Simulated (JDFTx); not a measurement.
# Zn (P6_3/mmc) in JDFTx: further runs, part 2 of 3

JDFTx 1.7.0 (patched build). Earlier steps stand in the parts before.

**4. Relaxation of cell and atoms, PBE**

Zn.in

```
include Zn.lattice
coords-type Lattice
include Zn.ionpos

ion-species pseudo/Zn.upf
elec-cutoff 42 336
elec-ex-corr gga-PBE
kpoint-folding 6 6 3
elec-smearing Fermi 0.0018374661
elec-n-bands 27
electronic-SCF nIterations 100 energyDiffThreshold 1e-09
electronic-minimize nIterations 30 energyDiffThreshold 1e-7
forces-output-coords Cartesian
lattice-minimize nIterations 40 energyDiffThreshold 1e-6

dump-name run.$VAR
dump End Ecomponents EigStats BandEigs Kpoints Forces Stress
```

Zn.lattice

```
lattice \
    5.0455687528    -2.5227843764     0.0000000000 \
    0.0000000000     4.3695907164     0.0000000000 \
    0.0000000000     0.0000000000     9.3843799349
```

Zn.ionpos

```
ion Zn     0.6666666667     0.3333333333     0.7500000000 1
ion Zn     0.3333333333     0.6666666667     0.2500000000 1
```

Potentials or basis: PseudoDojo-SR-PBE-0.5-stringent with smoothed tails.

On the command line:

```sh
> jdftx -c 1 -i Zn.in -o Zn.out
```

Log:

```text
*************** JDFTx 1.7.0 (patched build) ***************

Input parsed successfully to the following command list (including defaults):
[... the input with its defaults ...]

---------- Setting up symmetries ----------

Found 24 point-group symmetries of the bravais lattice
Found 24 space-group symmetries with basis
Applied RMS atom displacement 2.91306e-10 bohrs to make symmetries exact.

---------- Initializing the Grid ----------
R =
[      5.04557     -2.52278            0  ]
[            0      4.36959            0  ]
[            0            0      9.38438  ]
unit cell volume = 206.898
G =
[    1.24529   0.718967         -0  ]
[          0    1.43793          0  ]
[          0         -0   0.669537  ]
Minimum fftbox size, Smin = [  44  44  80  ]
Chosen fftbox size, S = [  48  48  80  ]

---------- Initializing tighter grid for wavefunction operations ----------
R =
[      5.04557     -2.52278            0  ]
[            0      4.36959            0  ]
[            0            0      9.38438  ]
unit cell volume = 206.898
G =
[    1.24529   0.718967         -0  ]
[          0    1.43793          0  ]
[          0         -0   0.669537  ]
Minimum fftbox size, Smin = [  32  32  56  ]
Chosen fftbox size, S = [  32  32  56  ]

---------- Exchange Correlation functional ----------
Initalized PBE GGA exchange.
Initalized PBE GGA correlation.

---------- Setting up pseudopotentials ----------
Width of ionic core gaussian charges (only for fluid interactions / plotting) set to 0

Reading pseudopotential file 'pseudo/Zn.upf':
  'Zn' pseudopotential, 'PBE' functional
  Generated using ONCVPSP code by D. R. Hamann
  20 valence electrons, 4 orbitals, 6 projectors, 1001 radial grid points, with lMax = 2
    3S    l: 0   occupation:  2.0   eigenvalue: -4.749201
    3P    l: 1   occupation:  6.0   eigenvalue: -3.064985
    3D    l: 2   occupation: 10.0   eigenvalue: -0.372654
    4S    l: 0   occupation:  2.0   eigenvalue: -0.219719
  Core radius for overlap checks: 1.79 bohrs.

Initialized 1 species with 2 total atoms.

Folded 1 k-points by 6x6x3 to 108 k-points.

---------- Setting up k-points, bands, fillings ----------
Reduced to 14 k-points under symmetry.
Computing the number of bands and number of electrons
Calculating initial fillings.
nElectrons:  40.000000   nBands: 27   nStates: 14

----- Setting up reduced wavefunction bases (one per k-point) -----
average nbasis = 2689.769 , ideal nbasis = 2689.827

---------- Setting up ewald sum ----------
Optimum gaussian width for ewald sums = 2.102119 bohr.
Real space sum over 1521 unit cells with max indices [  6  6  4  ]
Reciprocal space sum over 2057 terms with max indices [  5  5  8  ]

---------- Allocating electronic variables ----------
Initializing wave functions:  linear combination of atomic orbitals
Note: number of bands (27) exceeds available atomic orbitals (20)
Zn pseudo-atom occupations:   s ( 2 2 )  p ( 6 )  d ( 10 )
	FillingsUpdate:  mu: +0.575028695  nElectrons: 40.000000
LCAOMinimize: Iter:   0  F: -413.0321211907044585  |grad|_K:  1.175e-03  alpha:  1.000e+00
	FillingsUpdate:  mu: +0.579292519  nElectrons: 40.000000
LCAOMinimize: Iter:   1  F: -413.0362084177317570  |grad|_K:  2.232e-05  alpha:  6.247e-01  linmin:  5.600e-02  cgtest: -5.136e-01
	FillingsUpdate:  mu: +0.579280920  nElectrons: 40.000000
LCAOMinimize: Iter:   2  F: -413.0362102777534687  |grad|_K:  1.041e-05  alpha:  9.685e-01  linmin:  4.111e-04  cgtest:  4.868e-01
LCAOMinimize: Encountered beta<0, resetting CG.
	FillingsUpdate:  mu: +0.579240748  nElectrons: 40.000000
LCAOMinimize: Iter:   3  F: -413.0362106320025077  |grad|_K:  3.573e-07  alpha:  6.396e-01  linmin: -6.673e-05  cgtest:  6.226e-04
	FillingsUpdate:  mu: +0.579240855  nElectrons: 40.000000
LCAOMinimize: Iter:   4  F: -413.0362106325990226  |grad|_K:  8.580e-09  alpha:  9.222e-01  linmin:  4.199e-02  cgtest: -2.427e-01
LCAOMinimize: Converged (|Delta F|<1.000000e-06 for 2 iters).

--------- Lattice Minimization ---------

-------- Electronic minimization -----------
Will mix electronic density at each iteration.
	FillingsUpdate:  mu: +0.579240855  nElectrons: 40.000000
	FillingsUpdate:  mu: +0.560318349  nElectrons: 40.000000
SCF: Cycle:  0   F: -413.103112097654389   dF: -6.690e-02   |Residual|: 3.026e-02   |deigs|: 4.879e-02
	FillingsUpdate:  mu: +0.560192873  nElectrons: 40.000000
SCF: Cycle:  1   F: -413.103632730875574   dF: -5.206e-04   |Residual|: 1.370e-02   |deigs|: 4.862e-03
	FillingsUpdate:  mu: +0.560064220  nElectrons: 40.000000
SCF: Cycle:  2   F: -413.103666329738417   dF: -3.360e-05   |Residual|: 3.858e-03   |deigs|: 1.724e-03
	FillingsUpdate:  mu: +0.559843077  nElectrons: 40.000000
SCF: Cycle:  3   F: -413.103668949094811   dF: -2.619e-06   |Residual|: 2.846e-03   |deigs|: 1.375e-03
	FillingsUpdate:  mu: +0.559913582  nElectrons: 40.000000
SCF: Cycle:  4   F: -413.103672693418730   dF: -3.744e-06   |Residual|: 6.987e-04   |deigs|: 8.032e-04
	FillingsUpdate:  mu: +0.559904551  nElectrons: 40.000000
SCF: Cycle:  5   F: -413.103672915869993   dF: -2.225e-07   |Residual|: 1.692e-04   |deigs|: 1.599e-04
	FillingsUpdate:  mu: +0.559902669  nElectrons: 40.000000
[... 35 lines left out ...]
# Energy components:
   Eewald =     -245.4341886282418557
       EH =      139.8096222909172184
     Eloc =     -355.8803405376711453
      Enl =      -96.1396994830010385
      Exc =      -44.9088061854002945
 Exc_core =        4.9804235229331528
       KE =      184.4695946297858313
-------------------------------------
     Etot =     -413.1033943906780337
       TS =        0.0002785463600980
-------------------------------------
        F =     -413.1036729370381408

LatticeMinimize: Iter:   0  F: -413.103672937038141  |grad|_K:  6.625e-03

#--- Lowdin population analysis ---
# oxidation-state Zn +0.552 +0.552

-------- Electronic minimization -----------
Will mix electronic density at each iteration.
	FillingsUpdate:  mu: +0.559903729  nElectrons: 40.000000
	FillingsUpdate:  mu: +0.560213390  nElectrons: 40.000000
SCF: Cycle:  0   F: -413.103716180304616   dF: -2.170e-06   |Residual|: 1.581e-04   |deigs|: 7.129e-05
	FillingsUpdate:  mu: +0.560210092  nElectrons: 40.000000
SCF: Cycle:  1   F: -413.103716218951888   dF: -3.865e-08   |Residual|: 6.846e-05   |deigs|: 2.912e-05
	FillingsUpdate:  mu: +0.560208300  nElectrons: 40.000000
SCF: Cycle:  2   F: -413.103716222751586   dF: -3.800e-09   |Residual|: 2.141e-05   |deigs|: 1.623e-05
	FillingsUpdate:  mu: +0.560208463  nElectrons: 40.000000
SCF: Cycle:  3   F: -413.103716223443541   dF: -6.920e-10   |Residual|: 4.174e-06   |deigs|: 1.276e-05
	FillingsUpdate:  mu: +0.560208380  nElectrons: 40.000000
SCF: Cycle:  4   F: -413.103716223574565   dF: -1.310e-10   |Residual|: 2.218e-06   |deigs|: 1.067e-05
SCF: Converged (|Delta E|<1.000000e-09 for 2 iters).

Setting wave functions to eigenvectors of Hamiltonian
LatticeMinimize: 	Wolfe criterion not satisfied: alpha: 1  (E-E0)/|gdotd0|: -0.986147  gdotd/gdotd0: 0.971873 (taking cubic step)

-------- Electronic minimization -----------
Will mix electronic density at each iteration.
	FillingsUpdate:  mu: +0.560208380  nElectrons: 40.000000
	FillingsUpdate:  mu: +0.560808154  nElectrons: 40.000000
SCF: Cycle:  0   F: -413.103798800721165   dF: -8.629e-06   |Residual|: 3.054e-04   |deigs|: 1.148e-05
	FillingsUpdate:  mu: +0.560801227  nElectrons: 40.000000
SCF: Cycle:  1   F: -413.103798859474693   dF: -5.875e-08   |Residual|: 1.433e-04   |deigs|: 3.823e-05
	FillingsUpdate:  mu: +0.560797553  nElectrons: 40.000000
SCF: Cycle:  2   F: -413.103798868350395   dF: -8.876e-09   |Residual|: 4.588e-05   |deigs|: 1.396e-05
	FillingsUpdate:  mu: +0.560798627  nElectrons: 40.000000
SCF: Cycle:  3   F: -413.103798870127605   dF: -1.777e-09   |Residual|: 1.624e-05   |deigs|: 1.357e-05
	FillingsUpdate:  mu: +0.560797983  nElectrons: 40.000000
SCF: Cycle:  4   F: -413.103798870549042   dF: -4.214e-10   |Residual|: 4.539e-06   |deigs|: 5.880e-06
	FillingsUpdate:  mu: +0.560798041  nElectrons: 40.000000
SCF: Cycle:  5   F: -413.103798870626122   dF: -7.708e-11   |Residual|: 6.713e-07   |deigs|: 4.083e-06
SCF: Converged (|Delta E|<1.000000e-09 for 2 iters).

Setting wave functions to eigenvectors of Hamiltonian
LatticeMinimize: 	Wolfe criterion not satisfied: alpha: 3  (E-E0)/|gdotd0|: -2.869  gdotd/gdotd0: 0.91019 (taking cubic step)

-------- Electronic minimization -----------
Will mix electronic density at each iteration.
	FillingsUpdate:  mu: +0.560798041  nElectrons: 40.000000
	FillingsUpdate:  mu: +0.561926867  nElectrons: 40.000000
SCF: Cycle:  0   F: -413.103946723664649   dF: -3.348e-05   |Residual|: 6.106e-04   |deigs|: 1.685e-05
	FillingsUpdate:  mu: +0.561912350  nElectrons: 40.000000
SCF: Cycle:  1   F: -413.103946902644736   dF: -1.790e-07   |Residual|: 2.901e-04   |deigs|: 7.203e-05
	FillingsUpdate:  mu: +0.561905063  nElectrons: 40.000000
SCF: Cycle:  2   F: -413.103946928962614   dF: -2.632e-08   |Residual|: 8.447e-05   |deigs|: 1.855e-05
	FillingsUpdate:  mu: +0.561905846  nElectrons: 40.000000
SCF: Cycle:  3   F: -413.103946934408270   dF: -5.446e-09   |Residual|: 1.919e-05   |deigs|: 1.809e-05
	FillingsUpdate:  mu: +0.561905235  nElectrons: 40.000000
SCF: Cycle:  4   F: -413.103946935470674   dF: -1.062e-09   |Residual|: 9.265e-06   |deigs|: 3.942e-06
	FillingsUpdate:  mu: +0.561905538  nElectrons: 40.000000
SCF: Cycle:  5   F: -413.103946935711349   dF: -2.407e-10   |Residual|: 1.244e-06   |deigs|: 1.960e-06
	FillingsUpdate:  mu: +0.561905509  nElectrons: 40.000000
[... 279 lines left out ...]
# Energy components:
   Eewald =     -245.1952699700740084
       EH =      140.0906309477582283
     Eloc =     -356.4005820274595635
      Enl =      -96.1323435302187335
      Exc =      -44.9112304335695427
 Exc_core =        4.9804240980586156
       KE =      184.4642668520629059
-------------------------------------
     Etot =     -413.1041040634421506
       TS =        0.0002037755772009
-------------------------------------
        F =     -413.1043078390193273

LatticeMinimize: Iter:   5  F: -413.104307839019327  |grad|_K:  3.752e-05  alpha:  1.000e+00  linmin: -9.858e-01
LatticeMinimize: Converged (|Delta F|<1.000000e-06 for 2 iters).

#--- Lowdin population analysis ---
# oxidation-state Zn +0.559 +0.559

Dumping 'run.eigStats' ...
	eMin: -4.105938 at state 0 ( [ +0.000000 +0.000000 +0.000000 ] spin 0 )
	HOMO: +0.560019 at state 12 ( [ +0.333333 +0.333333 +0.000000 ] spin 0 )
	mu  : +0.562246
	LUMO: +0.568900 at state 10 ( [ +0.166667 +0.333333 +0.000000 ] spin 0 )
	eMax: +1.272343 at state 1 ( [ +0.000000 +0.000000 +0.333333 ] spin 0 )
	HOMO-LUMO gap: +0.008880
	Optical gap  : +0.088636 at state 7 ( [ +0.000000 +0.500000 +0.333333 ] spin 0 )
Done!
[note: the HOMO, LUMO and gaps printed at the end count levels as full or empty at half filling, so they show a gap where a level is partly filled]
```

It took 2.8 min on 1 thread of Intel Xeon Platinum 8259CL at 2.50GHz (Skylake/Cascade Lake), shared host; peak memory 0.11 GiB.

Results:

| Property | Result |
| --- | --- |
| Free energy | -11241.1409 eV |
| Relaxed volume | 15.27 Å³/atom |
| Relaxed cell | a = 2.631 Å, b = 2.631 Å, c = 5.095 Å, α = 90.00°, β = 90.00°, γ = 120.00° |
| Space group after relaxing (to 0.05 Å) | P6_3/mmc (No. 194) |
| Energy gained by relaxing | 8.6 meV/atom |
| Ionic steps | 6 |
| Pressure after relaxing | 0.0 GPa |
| Band gap on the k mesh | none (metal or under the smearing width) |

The path:
| step | energy change (eV) | largest force (eV/Å) | pressure (GPa) | volume (Å³) |
| --- | --- | --- | --- | --- |
| 1 | 0.0000 | 0.0000 | -0.72 | 30.66 |
| 2 | -0.0075 | 0.0000 | -0.45 | 30.57 |
| 3 | -0.0169 | 0.0000 | 0.58 | 30.32 |
| 4 | -0.0173 | 0.0000 | -0.16 | 30.60 |
| 5 | -0.0173 | 0.0000 | 0.03 | 30.54 |
| 6 | -0.0173 | 0.0000 | 0.01 | 30.55 |

Final structure:
```
Zn
1.0
     2.63128    0.00000    0.00000
    -1.31564    2.27875    0.00000
     0.00000    0.00000    5.09500
Zn
2
Cartesian
  1.3156 0.7596 3.8212
  0.0000 1.5192 1.2737
```

Caveat: the k mesh is coarse (spacing up to 0.45 Å⁻¹), so the values aren't converged.

(Continued in part 3 of 3.)
